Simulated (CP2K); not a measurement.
# InSe (R3m) in CP2K: single point with PBE

Aim: the single point of InSe with PBE.

Program: CP2K 2026.2. These are calculated values, not measurements. Logs are shortened: lines on timing, memory, paths and dates and some standing lists are left out, and cuts for length are marked.

### Step 1. The undisturbed crystal

It takes space group R3m (No. 160, trigonal). Conventional cell: a = 4.000 Å, b = 4.000 Å, c = 25.320 Å, α = 90.00°, β = 90.00°, γ = 120.00°. In (site symmetry 3m) has 3 Se at 2.63 Å and 1 In at 2.82 Å as nearest neighbours. In (site symmetry 3m) is surrounded by 3 Se at 2.64 Å and 1 In at 2.82 Å. Se (site symmetry 3m) has 3 In at 2.63 Å as nearest neighbours. Around Se (site symmetry 3m) lie 3 In at 2.64 Å.

### Step 2. Single point, PBE (atoms moved at random, drawn with an rms of 0.05 Å)

The input, inse_scf.inp:

```
&GLOBAL
  PROJECT inse_scf
  RUN_TYPE ENERGY_FORCE
  PRINT_LEVEL LOW
&END GLOBAL
&FORCE_EVAL
  METHOD QS
  STRESS_TENSOR ANALYTICAL
  &DFT
    BASIS_SET_FILE_NAME BASIS_MOLOPT_UZH
    POTENTIAL_FILE_NAME POTENTIAL_UZH
    &MGRID
      CUTOFF 450
      REL_CUTOFF 60
      NGRIDS 4
    &END MGRID
    &QS
      METHOD GPW
      EPS_DEFAULT 1.0E-10
    &END QS
    &KPOINTS
      SCHEME MONKHORST-PACK 8 8 8
      GAMMA_CENTERED T
      SYMMETRY T
      SYMMETRY_BACKEND SPGLIB
    &END KPOINTS
    &SCF
      SCF_GUESS ATOMIC
      EPS_SCF 1.0E-6
      MAX_SCF 100
      ADDED_MOS 14
      CHOLESKY OFF
      EPS_EIGVAL 1.0E-7
      &DIAGONALIZATION ON
        ALGORITHM STANDARD
      &END DIAGONALIZATION
      &MIXING ON
        METHOD BROYDEN_MIXING
        ALPHA 0.4
        BETA 1.5
        NBUFFER 8
      &END MIXING
      &SMEAR ON
        METHOD FERMI_DIRAC
        ELECTRONIC_TEMPERATURE 580.23
      &END SMEAR
    &END SCF
    &XC
      &XC_FUNCTIONAL PBE
      &END XC_FUNCTIONAL
    &END XC
    &PRINT
      &KPOINTS ON
      &END KPOINTS
      &MULLIKEN ON
      &END MULLIKEN
      &MO ON
        ENERGIES T
        OCCUPATION_NUMBERS T
        &EACH
          QS_SCF 0
        &END EACH
        ADD_LAST NUMERIC
      &END MO
      &LOWDIN ON
      &END LOWDIN
      &HIRSHFELD ON
        SHAPE_FUNCTION DENSITY
      &END HIRSHFELD
    &END PRINT
  &END DFT
  &SUBSYS
    &CELL
      A 8.7502533297 0.0000000000 0.0000000000
      B 7.8359940850 3.8941147946 0.0000000000
      C 7.8359940850 1.8397326251 3.4321296453
      PERIODIC XYZ
    &END CELL
    &COORD
      In  21.7311007560 5.0632415333 3.0255527033
      In  -0.0549369261 0.0194913123 0.0578657058
      Se  4.1470751829 0.9964980564 0.6182295130
      Se  9.3340848477 2.1623351665 1.3278772312
    &END COORD
    &KIND In
      BASIS_SET TZVP-MOLOPT-PBE-GTH-q13
      POTENTIAL GTH-PBE-q13
    &END KIND
    &KIND Se
      BASIS_SET TZVP-MOLOPT-PBE-GTH-q6
      POTENTIAL GTH-PBE-q6
    &END KIND
    &PRINT
      &ATOMIC_COORDINATES ON
      &END ATOMIC_COORDINATES
      &CELL ON
      &END CELL
    &END PRINT
  &END SUBSYS
  &PRINT
    &FORCES ON
    &END FORCES
    &STRESS_TENSOR ON
    &END STRESS_TENSOR
  &END PRINT
&END FORCE_EVAL
```

Potentials or basis: POTENTIAL_UZH In GTH-PBE-q13, Se GTH-PBE-q6; TZVP-MOLOPT-PBE-GTH basis.

The run is started by

```bash
OMP_NUM_THREADS=1 cp2k.psmp -i inse_scf.inp -o inse_scf.out
```

inse_scf.out:

```text

 CP2K| version string:                                       CP2K version 2026.2
 CP2K| Input file name                                              inse_scf.inp

 GLOBAL| Force Environment number                                              1
 GLOBAL| Basis set file name                                    BASIS_MOLOPT_UZH
 GLOBAL| Potential file name                                       POTENTIAL_UZH
 GLOBAL| MM Potential file name                                     MM_POTENTIAL
 GLOBAL| Coordinate file name                                      __STD_INPUT__
 GLOBAL| Method name                                                        CP2K
 GLOBAL| Project name                                                   inse_scf
 GLOBAL| Run type                                                   ENERGY_FORCE
 GLOBAL| FFT library                                                       FFTW3
[... 6 lines left out ...]
 GLOBAL| Total number of message passing processes                             1
 GLOBAL| Number of threads for this process                                    1
 GLOBAL| CPU model name                     Intel(R) Xeon(R) Processor @ 2.70GHz

 CELL| Volume [angstrom^3]:                                           116.948071
 CELL| Vector a [angstrom]:       8.750     0.000     0.000   |a| =     8.750253
 CELL| Vector b [angstrom]:       7.836     3.894     0.000   |b| =     8.750253
 CELL| Vector c [angstrom]:       7.836     1.840     3.432   |c| =     8.750253
 CELL| Angle (b,c), alpha [degree]:                                    26.425182
 CELL| Angle (a,c), beta  [degree]:                                    26.425182
 CELL| Angle (a,b), gamma [degree]:                                    26.425182
 CELL| Numerically orthorhombic:                                              NO
 CELL| Periodicity                                                           XYZ

 CELL_REF| Volume [angstrom^3]:                                       116.948071
 CELL_REF| Vector a [angstrom     8.750     0.000     0.000   |a| =     8.750253
 CELL_REF| Vector b [angstrom     7.836     3.894     0.000   |b| =     8.750253
 CELL_REF| Vector c [angstrom     7.836     1.840     3.432   |c| =     8.750253
 CELL_REF| Angle (b,c), alpha [degree]:                                26.425182
 CELL_REF| Angle (a,c), beta  [degree]:                                26.425182
 CELL_REF| Angle (a,b), gamma [degree]:                                26.425182
 CELL_REF| Numerically orthorhombic:                                          NO
 CELL_REF| Periodicity                                                       XYZ
[... 9 lines left out ...]
 TOTAL NUMBERS AND MAXIMUM NUMBERS

  Total number of            - Atomic kinds:                                   2
                             - Atoms:                                          4
                             - Shell sets:                                     4
                             - Shells:                                        34
                             - Primitive Cartesian functions:                 20
                             - Cartesian basis functions:                    116
                             - Spherical basis functions:                    102

  Maximum angular momentum of- Orbital basis functions:                        3
                             - Local part of the GTH pseudopotential:          0
                             - Non-local part of the GTH pseudopotential:      4

 MODULE QUICKSTEP: ATOMIC COORDINATES IN ANGSTROM

   Atom Kind Element         X             Y             Z       Z(eff)     Mass
      1    1 In   49     21.731101      5.063242      3.025553  13.0000 114.8180
      2    1 In   49     -0.054937      0.019491      0.057866  13.0000 114.8180
      3    2 Se   34      4.147075      0.996498      0.618230   6.0000  78.9600
      4    2 Se   34      9.334085      2.162335      1.327877   6.0000  78.9600

 SCF PARAMETERS         Density guess:                                    ATOMIC
                        --------------------------------------------------------
                        max_scf:                                             100
                        max_scf_history:                                       0
                        max_diis:                                              4
[... 5 lines left out ...]
                        --------------------------------------------------------
                        level_shift [a.u.]:                             0.000000
                        added MOs                                        14    0
                        --------------------------------------------------------
                        Mixing method:                            BROYDEN_MIXING
[... 11 lines left out ...]
 *******************************************************************************
 BRILLOUIN| K-point scheme                                        Monkhorst-Pack
 BRILLOUIN| K-Point grid                                             8    8    8
 BRILLOUIN| Gamma-centered k-point mesh                                     ON
 BRILLOUIN| K-point symmetry accuracy                               0.100000E-05
[... 60 lines left out ...]
  Step     Update method      Time    Convergence         Total energy    Change
  ------------------------------------------------------------------------------
     1 NoMix/Diag. 0.40E+00   35.3     0.98322791      -131.6971420947 -1.32E+02
     2 Broy./Diag. 0.40E+00   42.4     0.06271445      -131.4225570184  2.75E-01
     3 Broy./Diag. 0.40E+00   44.1     0.15284776      -131.5290735650 -1.07E-01
     4 Broy./Diag. 0.40E+00   38.4     0.01399611      -131.6101787140 -8.11E-02
     5 Broy./Diag. 0.40E+00   33.6     0.00597351      -131.5742063280  3.60E-02
     6 Broy./Diag. 0.40E+00   39.2     0.00257958      -131.5607211321  1.35E-02
     7 Broy./Diag. 0.40E+00   40.5     0.00191895      -131.5621778413 -1.46E-03
     8 Broy./Diag. 0.40E+00   38.8     0.00210809      -131.5692586558 -7.08E-03
     9 Broy./Diag. 0.40E+00   37.6     0.00044178      -131.5725801412 -3.32E-03
    10 Broy./Diag. 0.40E+00   39.0     0.00037267      -131.5732508998 -6.71E-04
    11 Broy./Diag. 0.40E+00   39.8     0.00006946      -131.5730234918  2.27E-04
    12 Broy./Diag. 0.40E+00   37.9     0.00008150      -131.5726992840  3.24E-04
    13 Broy./Diag. 0.40E+00   34.6     0.00005812      -131.5725217499  1.78E-04
    14 Broy./Diag. 0.40E+00   31.6     0.00001660      -131.5724899480  3.18E-05
    15 Broy./Diag. 0.40E+00   38.3     0.00001539      -131.5725205756 -3.06E-05
    16 Broy./Diag. 0.40E+00   35.1     0.00000240      -131.5725331328 -1.26E-05
    17 Broy./Diag. 0.40E+00   31.0     0.00000260      -131.5725288679  4.26E-06
    18 Broy./Diag. 0.40E+00   31.4     0.00000056      -131.5725274317  1.44E-06

  *** SCF run converged in    18 steps ***

  Electronic density on regular grids:        -37.9999999952        0.0000000048
  Core density on regular grids:               37.9999999951       -0.0000000049
  Total charge density on r-space grids:       -0.0000000001
  Total charge density g-space grids:          -0.0000000001

  Overlap energy of the core charge distribution:               0.00000000146778
  Self energy of the core charge distribution:               -219.71534429669862
  Core Hamiltonian energy:                                     65.26135462227371
  Hartree energy:                                              41.92173128043029
  Exchange-correlation energy:                                -19.04026830403458
  Electronic entropic energy:                                  -0.00000073513545
  Fermi energy:                                                 0.16052933890275

  Total energy:                                              -131.57252743169133
  Total energy (extrapolated to T->0):                       -131.57252706412359

 MO| EIGENVALUES AND OCCUPATION NUMBERS FOR K POINT 1
 MO|
 MO|  Index      Eigenvalue [a.u.]        Eigenvalue [eV]             Occupation
 MO|      1              -0.396440             -10.787693               2.000000
 MO|      2              -0.390215             -10.618287               2.000000
 MO|      3              -0.388841             -10.580892               2.000000
 MO|      4              -0.386292             -10.511544               2.000000
 MO|      5              -0.385539             -10.491056               2.000000
 MO|      6              -0.383615             -10.438707               2.000000
[... 181 lines left out ...]
 MO|     32               0.607401              16.528233               0.000000
 MO|     33               0.652385              17.752308               0.000000
 MO| Sum:                                                              38.000000
 MO| E(Fermi):            0.160529 a.u.          4.368225 eV
 MO| Band gap:            0.104795 a.u.          2.851624 eV

 MO| EIGENVALUES AND OCCUPATION NUMBERS FOR K POINT 6
 MO|
 MO|  Index      Eigenvalue [a.u.]        Eigenvalue [eV]             Occupation
 MO|      1              -0.399334             -10.866430               2.000000
 MO|      2              -0.394901             -10.745791               2.000000
 MO|      3              -0.393742             -10.714276               2.000000
 MO|      4              -0.389073             -10.587207               2.000000
 MO|      5              -0.385904             -10.500978               2.000000
 MO|      6              -0.383641             -10.439414               2.000000
[... 337 lines left out ...]
 MO|     32               0.592258              16.116163               0.000000
 MO|     33               0.627606              17.078029               0.000000
 MO| Sum:                                                              38.000000
 MO| E(Fermi):            0.160529 a.u.          4.368225 eV
 MO| Band gap:            0.130371 a.u.          3.547581 eV

 [... the levels of further k-points ...]

 !-----------------------------------------------------------------------------!
                     Mulliken Population Analysis

 #  Atom  Element  Kind  Atomic population                           Net charge
       1     In       1         12.963896                              0.036104
       2     In       1         12.993230                              0.006770
       3     Se       2          6.034814                             -0.034814
       4     Se       2          6.008060                             -0.008060
 # Total charge                             38.000000                  0.000000

 !-----------------------------------------------------------------------------!

 !-----------------------------------------------------------------------------!
                           Hirshfeld Charges

  #Atom  Element  Kind  Ref Charge     Population                    Net charge
      1       In     1      13.000         12.840                         0.160
      2       In     1      13.000         12.836                         0.164
      3       Se     2       6.000          6.165                        -0.165
      4       Se     2       6.000          6.158                        -0.158

  Total Charge                                                            0.000
 !-----------------------------------------------------------------------------!

 LOWDIN POPULATION ANALYSIS

 #  Atom  Element  Kind  Atomic population                           Net charge
       1     In       1         13.973722                             -0.973722
       2     In       1         14.014691                             -1.014691
       3     Se       2          5.012299                              0.987701
       4     Se       2          4.999288                              1.000712
 # Total charge                             38.000000                  0.000000

 ENERGY| Total FORCE_EVAL ( QS ) energy [hartree]           -131.572530210590145

 FORCES| Atomic forces [hartree/bohr]
 FORCES|   Atom     x               y               z               |f|
 FORCES|      1 -5.37952701E-03  3.49780920E-03  5.14859423E-03   8.22690723E-03
 FORCES|      2 -7.80711651E-04 -7.38626497E-03 -5.47824928E-03   9.22917310E-03
 FORCES|      3  1.91242266E-03 -4.60715717E-03 -5.65629316E-03   7.54167819E-03
 FORCES|      4  4.31936608E-03  8.51165525E-03  5.99723016E-03   1.12726203E-02
 FORCES| Sum     7.15500807E-05  1.60423040E-05  1.12819585E-05
 FORCES| Total atomic force                                       7.41892995E-05

 STRESS| Analytical stress tensor [bar]
 STRESS|                        x                   y                   z
 STRESS|      x        2.20471822515E+04   8.64925914368E+03   8.03776200562E+03
 STRESS|      y        8.64925914368E+03   3.52514041781E+04   4.96922970266E+03
 STRESS|      z        8.03776200562E+03   4.96922970266E+03   3.35106111023E+04
 STRESS| 1/3 Trace                                             3.02697325106E+04
 STRESS| Determinant                                           2.14064054272E+13

 STRESS| Eigenvectors and eigenvalues of the analytical stress tensor [bar]
 STRESS|                        1                   2                   3
 STRESS| Eigenvalues   1.60673257522E+04   2.93526681817E+04   4.53892035979E+04
 STRESS|      x           0.891983098115      0.027966821217      0.451202847496
 STRESS|      y          -0.319247784811     -0.667694285782      0.672506648760
 STRESS|      z          -0.320073436215      0.743910073628      0.586643671904
```

It took 12 min on 1 thread of Intel Xeon at 2.70GHz, shared host; peak memory 1.7 GiB.

What came out:

```yaml
Free_energy: -3580.2706 eV
Pressure: 3.0 GPa
Largest_force: 0.580 eV/Å
Band_gap_on_the_k_mesh: 0.51 eV, direct
Mulliken_charges: In +0.04, +0.01; Se -0.03, -0.01 e
Hirshfeld_charges: In +0.16; Se -0.17, -0.16 e
```

Forces in eV/Å, atoms in the order of the input:
```
In  -0.277  0.180  0.265
In  -0.040 -0.380 -0.282
Se   0.098 -0.237 -0.291
Se   0.222  0.438  0.308
```

Levels at points of the mesh, in eV from the valence-band top:
```csv
k point,band 15,band 16,band 17,band 18,band 19,band 20,band 21,band 22,band 23,band 24
"(0.00, 0.00, 0.00)",-1.51,-1.34,-1.19,-1.11,-0.94,1.80,2.19,4.39,4.45,5.40
"(0.00, 0.00, 0.50)",-3.45,-2.37,-2.26,-2.02,-1.69,1.28,1.97,3.68,4.15,4.82
"(0.00, 0.50, 0.00)",-3.45,-2.37,-2.24,-2.04,-1.68,1.24,2.00,3.70,4.07,4.84
"(0.00, 0.50, 0.50)",-3.26,-2.53,-2.39,-1.92,-1.56,1.26,1.98,3.46,3.68,4.39
"(0.50, 0.00, 0.00)",-3.40,-2.42,-2.24,-2.11,-1.60,1.20,2.06,3.69,4.04,4.78
"(0.50, 0.00, 0.50)",-3.23,-2.60,-2.39,-1.91,-1.49,1.21,2.05,3.35,3.66,4.42
"(0.50, 0.50, 0.00)",-3.22,-2.58,-2.41,-1.89,-1.51,1.17,2.11,3.36,3.68,4.40
"(0.50, 0.50, 0.50)",-1.37,-1.26,-1.03,-0.91,0.00,0.51,2.30,4.34,4.36,5.77
```

Caveat: Mulliken charges move with the basis; spin-orbit coupling is left out, which moves the levels of the heavy elements; the basis of atomic orbitals isn't converged, which shifts pressures, moduli and gaps. A k mesh can miss the band edges.
